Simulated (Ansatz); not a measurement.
## MgS under changes of volume

One of the cells (22.740 Å³/atom); the others are scaled copies at fixed shape and fractional positions:

```
S Mg
1.0
     0.00000    2.83312    2.83312
     2.83312    0.00000    2.83312
     2.83312    2.83312    0.00000
S Mg
1 1
Cartesian
  1.4166 1.4166 1.4166
  0.0000 0.0000 0.0000
```

The cell comes from a database or a generator and needn't be the stable form of this composition.

| Property | Result |
| --- | --- |
| Program | Ansatz 0.2.0 |
| Functional | LDA |
| Potentials or basis | all-electron LAPW, scalar-relativistic |
| Cutoff | 209 eV (chosen from the basis error) |
| Basis error allowed | 0.001 eV/atom |
| k mesh | 8 × 8 × 8 |
| Occupations | fermi-dirac, width 0.05 eV |
| Spin | no spin polarisation |

| volume (Å³/atom) | energy over the lowest point (meV/atom) | pressure (GPa) | gap on the mesh (eV) |
| --- | --- | --- | --- |
| 21.376 | 2.38 | 1.5 | 3.49 |
| 21.831 | 0.00 | 0.2 | 3.38 |
| 22.285 | ? | ? | ? |
| 22.740 | 5.92 | -2.2 | 3.17 |
| 23.195 | 13.52 | -3.2 | 3.08 |
| 23.650 | 23.80 | -4.1 | 2.98 |
| 24.105 | 36.49 | -4.9 | 2.89 |

What does the run at 22.285 Å³/atom give?

Energy over the lowest point 1.31 meV/atom; pressure -1.1 GPa; gap on the mesh 3.27 eV.

Worked out: A Birch-Murnaghan fit of order 3 (a polynomial in V^(-2/3)) to the other rows has its minimum at 21.89 Å³/atom with B0 = V·E''(V) = 62 GPa and B' = 4.1. It gives 1.30 meV/atom at 22.285 Å³/atom, against the run's 1.31, and -dE/dV = -1.1 GPa, against -1.1. A straight line through the other rows of the gap, of slope -4.99 eV per unit of ln V (its deformation potential), gives 3.28 eV, against the run's 3.27.

Energies are extrapolated to zero smearing.

A mesh can miss the band edges.
